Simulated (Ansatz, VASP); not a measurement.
## SiO2: VASP beside Ansatz

Aim: how closely do two programs agree when they are given the same cell, functional and k mesh? Of the first pair: The cell is taken from a series of runs on this material, whose earlier steps may have relaxed, scaled, displaced or heated it; both programs get it as it stands.

Method: plane waves, with VASP 6.6.1 beside it; relaxation of cell and atoms at PBEsol and single point at PBEsol, in Ansatz 0.2.0.

## Step 1: The structure

The structure is tetragonal, space group P4_2/mnm (No. 136). Conventional cell: a = 4.195 Å, b = 4.195 Å, c = 2.678 Å, α = 90.00°, β = 90.00°, γ = 90.00°. Nearest to Si lie 6 O at 1.77 to 1.82 Å. O has 3 Si at 1.77 to 1.82 Å nearest. Farther neighbours and most contacts between anions are not listed.

Coordinates:

```cif
data_structure
_symmetry_space_group_name_H-M 'P 1'
_symmetry_Int_Tables_number 1
_cell_length_a 4.1945
_cell_length_b 4.1945
_cell_length_c 2.6781
_cell_angle_alpha 90.000
_cell_angle_beta 90.000
_cell_angle_gamma 90.000
_cell_volume 47.12
loop_
_atom_site_label
_atom_site_type_symbol
_atom_site_fract_x
_atom_site_fract_y
_atom_site_fract_z
_atom_site_occupancy
Si1 Si 0.00000 0.00000 0.00000 1
Si2 Si 0.50000 0.50000 0.50000 1
O3 O 0.30606 0.30606 0.00000 1
O4 O 0.19394 0.80606 0.50000 1
O5 O 0.69394 0.69394 0.00000 1
O6 O 0.80606 0.19394 0.50000 1
```

## Step 2: Ansatz: relaxation of cell and atoms, PBEsol

Ansatz runs on its PAW soft_1 files.

The relaxed volume is the usual yardstick between codes: in a stiff, nearly cubic crystal its relative difference is about their pressure difference at one cell divided by the bulk modulus.

input.yaml

```yaml
crystal:
  lattice:
    - [4.1945435626, 0.0, 0.0]
    - [0.0, 4.1945435626, 0.0]
    - [0.0, 0.0, 2.6780889974]
  atoms:
    - { symbol: Si, position: [0.0, 0.0, 0.0] }
    - { symbol: Si, position: [0.5, 0.5, 0.5] }
    - { symbol: O, position: [0.306058457, 0.306058457, 0.0] }
    - { symbol: O, position: [0.193941543, 0.806058457, 0.5] }
    - { symbol: O, position: [0.693941543, 0.693941543, 0.0] }
    - { symbol: O, position: [0.806058457, 0.193941543, 0.5] }
kpoints:
  mp_grid: { grid: [7, 7, 10] }
scf:
  occupations: { method: fermi_dirac, width: 0.02 }
hamiltonian:
  xc: pbesol
  pseudopotentials: { kind: paw, azcp: { folder: soft_1 }, xc_functional: pbe }
basis:
  ecutwfc: 600
output:
  forces: true
  stress: true
  write_density: true
  write_potential: true
  elf: true
  volumetric_format: npy
relax:
  f_tol: 0.005
  max_steps: 70
  cell: { stress_tol: 0.02, p_target: 0 }
```

Command:

```
ansatz run input.yaml --threads 4 --pin off --max-ram 10240MiB --backend cpu --events-out ev --progress --plain --runs-dir out
```

Numbers of over 12 decimals in the logs are rounded to 6 here.

The log of the run:

```text
Engine: ansatz 0.2.0, aarch64-unknown-linux-gnu
Pseudopotentials: kind: paw
Pseudopotential: Si, paw, valence charge 4, recommended cutoff 420 eV (normal), soft_1/Si.paw.azcp
Pseudopotential: O, paw, valence charge 6, recommended cutoff 420 eV (normal), soft_1/O.paw.azcp
Functional definition: PBEsol
  exchange = pbesol_x
  correlation = pbesol_c
Crystal: 6 atoms, lattice volume = 47.119 Å³
Basis set: ecut = 600 eV, 1551 PW (Γ), exchange–correlation on 72×72×48 points (8 copies of the dense FFT grid, shifted against one another)
Bands: 22, of which v1, the nominal top of the filled ones, is band 16 counted from 1 (15 counted from 0)
Symmetry: 16 space group operations
Space group: P42/mnm (ITA 136), of the structure as read, at distance tolerance 3.6e-5 Å
k-points: 60 of 490
Non-local potential: Si, projectors of the file, l = 0: 2, l = 1: 2, l = 2: 1
Non-local potential: O, projectors of the file, l = 0: 2, l = 1: 2, l = 2: 1
PAW form: soft (Blöchl's): semilocal exchange-correlation on the pseudo side does not see the compensation charge
PAW frozen core: Si, regenerated for the run's functional, and the local potential with it (the file was generated under x = pbe(κ = 0.804, μ = 0.219515), c = pbe(β = 0.066725))
PAW frozen core: O, regenerated for the run's functional, and the local potential with it (the file was generated under x = pbe(κ = 0.804, μ = 0.219515), c = pbe(β = 0.066725))
PAW one-centre angular grid: Si, 110 points (default); XC on 64 Gauss nodes
PAW one-centre angular grid: O, 110 points (default); XC on 64 Gauss nodes
Initial density: superposition of atomic densities (chi_scale 0.1, normalization cell, long waves kept (reshape's long-wave potential 0.00 eV rms))
Initial wavefunctions: pseudopotential atomic-orbital guess
Functional: x = pbesol(κ = 0.804, μ = 0.123457), c = pbesol(β = 0.046)
SCF iter   1: F=—  HF=-3494.737632 eV  |F-HF|=—  |Δ(HF+E_count)|=         —  Δρ=1.34e-1  dr2=6.89e0  ethr=3.10e-3  ⟨swp⟩=6.1  Hψ=7246  notcnv=0
preconditioner: auto → none  [insulator: Δε(μ)=6.432 eV  Ē_g=19.355 eV  σ=0.020 eV  W_gap=1.00  n_scr=10 (ndim 8)  ℏωp=30.6 eV  f_vac=0.000  D(μ)=0.00/eV (n_scr^D=0)  ε∞_Penn≈3.5]
SCF iter   2: F=—  HF=-3492.986594 eV  |F-HF|=—  |Δ(HF+E_count)|=    1.75e0  Δρ=6.24e-2  dr2=6.65e-1  ethr=3.10e-3  ⟨swp⟩=3.0  Hψ=3279  notcnv=0  defer=99
SCF iter   3: F=—  HF=-3492.845391 eV  |F-HF|=—  |Δ(HF+E_count)|=   1.41e-1  Δρ=2.25e-2  dr2=8.51e-2  ethr=2.08e-3  ⟨swp⟩=2.3  Hψ=2473  notcnv=0  defer=100
SCF iter   4: F=—  HF=-3492.861264 eV  |F-HF|=—  |Δ(HF+E_count)|=   1.59e-2  Δρ=1.89e-3  dr2=6.96e-4  ethr=2.66e-4  ⟨swp⟩=2.0  Hψ=1661  notcnv=0  defer=100
SCF iter   5: F=—  HF=-3492.861649 eV  |F-HF|=—  |Δ(HF+E_count)|=   3.84e-4  Δρ=2.21e-4  dr2=7.16e-6  ethr=2.18e-6  ⟨swp⟩=2.0  Hψ=2055  notcnv=0  defer=100
SCF iter   6: F=—  HF=-3492.861653 eV  |F-HF|=—  |Δ(HF+E_count)|=   4.04e-6  Δρ=3.27e-5  dr2=3.23e-7  ethr=2.24e-8  ⟨swp⟩=2.0  Hψ=2197  notcnv=0  defer=100
SCF iter   7: F=-3492.861653 eV  HF=-3492.861653 eV  |F-HF|=1.66e-10  |Δ(HF+E_count)|=   6.24e-8  Δρ=3.43e-6  dr2=2.55e-9  ethr=3.13e-10  ⟨swp⟩=8.8  Hψ=8277  notcnv=0
SCF 1 converged in 7 iterations: F = -3492.861653 eV  dr2 = 2.55e-9
  greatest PAW one-centre occupation: 0.857 electrons in one spin orbital (limit 2), on the O atom at site 5 (counted from 0), in its partial waves of l = 0
relax step   1: F+E_penalty+E_count = -3492.86165277 eV  Δ(F+E_penalty+E_count) = +0.000e0 eV  max|allowed force component| = 5.545e-4 eV/Å  Δτ_max = 0.0000 Å  P = -0.005 GPa  Ω = 47.119 Å³  (7 SCF iters, dr2 threshold 1.00e-7 eV, accepted)
Initial density: handed on by an earlier stage of this run
Initial wavefunctions: pseudopotential atomic-orbital guess (no wavefunctions were taken with the density)
iter 1 solved again at ethr=1.29e-7 eV; its pass at ethr=3.10e-3 eV (dr2=4.14e-5 eV) is discarded
SCF iter   1: F=—  HF=-3492.861657 eV  |F-HF|=—  |Δ(HF+E_count)|=         —  Δρ=3.85e-6  dr2=3.16e-9  ethr=1.29e-7  ⟨swp⟩=3.0  Hψ=11305  notcnv=0
eigensolver tolerance schedule: the retry pair's looser diagonalisation over-reported the residual by 13092.06 of it (diagonalisation noise at 1.21 of the residual, at the tolerance the schedule requests for it); recorded, not acted on — ethr = c·dr2/N_el stays at c = 1.0e-1
preconditioner: auto → none  [insulator: Δε(μ)=5.364 eV  Ē_g=18.526 eV  σ=0.020 eV  W_gap=1.00  n_scr=10 (ndim 8)  ℏωp=30.6 eV  f_vac=0.000  D(μ)=0.00/eV (n_scr^D=0)  ε∞_Penn≈3.7]
SCF iter   2: F=—  HF=-3492.861653 eV  |F-HF|=—  |Δ(HF+E_count)|=   4.28e-6  Δρ=1.75e-6  dr2=9.43e-10  ethr=9.89e-12  ⟨swp⟩=3.2  Hψ=3074  notcnv=0
SCF iter   3: F=—  HF=-3492.861653 eV  |F-HF|=—  |Δ(HF+E_count)|=  7.09e-11  Δρ=8.64e-7  dr2=1.41e-10  ethr=2.95e-12  ⟨swp⟩=2.0  Hψ=2032  notcnv=0
SCF iter   4: F=—  HF=-3492.861653 eV  |F-HF|=—  |Δ(HF+E_count)|=  1.37e-10  Δρ=3.21e-7  dr2=1.96e-11  ethr=1.00e-12  ⟨swp⟩=1.1  Hψ=1335  notcnv=0
SCF iter   5: F=-3492.861653 eV  HF=-3492.861653 eV  |F-HF|=9.09e-13  |Δ(HF+E_count)|=  1.32e-11  Δρ=9.65e-8  dr2=1.77e-12  ethr=1.00e-12  ⟨swp⟩=5.3  Hψ=5417  notcnv=0
SCF 2 converged in 5 iterations: F = -3492.861653 eV  dr2 = 1.77e-12
relax step   2: F+E_penalty+E_count = -3492.86165277 eV  Δ(F+E_penalty+E_count) = -6.448e-10 eV  max|allowed force component| = 5.442e-4 eV/Å  Δτ_max = 0.0000 Å  P = -0.006 GPa  Ω = 47.119 Å³  stress off target by 1.01e-2 GPa  SCF on the basis re-selected at this cell (its energy is not comparable with the rows above)  (5 SCF iters)
basis re-selected at this cell: Δ(F+E_penalty+E_count) = -6.448e-10 eV, ΔP = -0.000 GPa vs the last step (what re-selecting the basis moved, of the pressure what is left beyond the Pulay correction that the steps carried, after the strain that the cell walked since its last selection, with what the two solves' SCF thresholds leave and, on support functions, any second-order correction that the steps lacked; it is no  [...]
SCF converged after 5 iterations
Free energy (F): -3492.861653 eV
Harris-Foulkes:  -3492.861653 eV  (|F-HF|=9.09e-13)
Internal energy: -3492.861653 eV  (E = F + TS)
E sigma→0 (E₀):  -3492.861653 eV
Fermi energy:    12.957648 eV
--- Per-component energies (eV) ---
  E_band       = 57.545846
  E_kinetic    = 783.322402
  E_local      = -1206.348365  (includes V_loc(G=0)·N_el)
  E_nonlocal   = 251.611795
  E_hartree    = 438.874376
  E_xc         = -400.582545
  E_vxc        = -467.063115  (∫ρ·V_xc dr)
  E_paw        = -1627.392794  (= ΣΔE_a)
  E_vpaw       = -181.726481  (= ΣTr[D̂ρ^β])
  E_aug_tail   = 0.000814  (compensation charges beyond the density's cutoff)
  E_ewald      = -1732.551609
  E_core_change = 0.204273  (= ΣΔE_core)
  E_smearing   = -0.000000  (= −TS)
  E_closure    = 0.000000  (closes the sum)
  Σ components = -3492.861653   (vs F -3492.861653, Δ=0.00e0)
--- Forces (eV/Å), atoms counted from 1 ---
  atom   1  Si     0.00000000     0.00000000     0.00000000
  atom   2  Si     0.00000000     0.00000000     0.00000000
  atom   3  O      0.00054423     0.00054423     0.00000000
  atom   4  O     -0.00054423     0.00054423     0.00000000
  atom   5  O     -0.00054423    -0.00054423     0.00000000
  atom   6  O      0.00054423    -0.00054423     0.00000000
  max |Σ_I F_I| component: 1.73e-18 eV/Å
--- Stress (GPa, compression-positive) ---
       -0.003315       0.000000       0.000000
        0.000000      -0.003315       0.000000
        0.000000       0.000000      -0.010089
  P = ⅓ Tr σ = -0.0056 GPa (-0.056 kbar)
--- Band table (eV; the first three rows and the last of 60) ---
  k-point 0: bands = [... 12 lower, 7.7572, 9.3934, 9.3934, 10.2755, 15.6396, 16.7789, 18.5394, 18.5394, ... 2 higher]
  k-point 1: bands = [... 12 lower, 7.2658, 9.2984, 9.2984, 10.1551, 16.1410, 17.5023, 19.1271, 19.1271, ... 2 higher]
  k-point 2: bands = [... 12 lower, 6.3098, 8.9947, 8.9947, 9.7769, 17.1318, 19.1442, 20.1199, 20.5208, ... 2 higher]
  k-point 59: bands = [... 12 lower, 8.3686, 8.4224, 8.6490, 8.7762, 17.3261, 17.3479, 21.0372, 21.1192, ... 2 higher]
--- Relaxed structure (1 steps of the walk, 1 accepted, 1 SCFs on fresh bases) ---
  F+E_penalty+E_count = -3492.86165277 eV   max|allowed force component| = 5.442e-4 eV/Å   (the final SCF, on the basis selected at the relaxed cell)
  cell:  # Å, volume = 47.1188 Å³
    - [4.1945435626, 0.0, 0.0]
    - [0.0, 4.1945435626, 0.0]
    - [0.0, 0.0, 2.6780889974]
  atoms:
    - { symbol: Si, position: [0.0, 0.0, 0.0] }
    - { symbol: Si, position: [0.500000, 0.500000, 0.500000] }
    - { symbol: O, position: [0.306058457, 0.306058457, 0.0] }
    - { symbol: O, position: [0.193942, 0.806058, 0.500000] }
    - { symbol: O, position: [0.693941543, 0.693941543, 0.0] }
    - { symbol: O, position: [0.806058, 0.193942, 0.500000] }
```

[end of part 1 of 3]

[Lines on the potential files, build, host, timing and source positions are cut from VASP's logs without a mark.]

[Logs are printed without paths, hosts, clocks, repeated set-up lines and the standing remarks that a program may print on its own settings, such as how far it seeks lower states.]

[Hosts, paths, dates, database ids (printed as entryN), source tags and the programs' standing remarks are cut or masked in the printed files.]
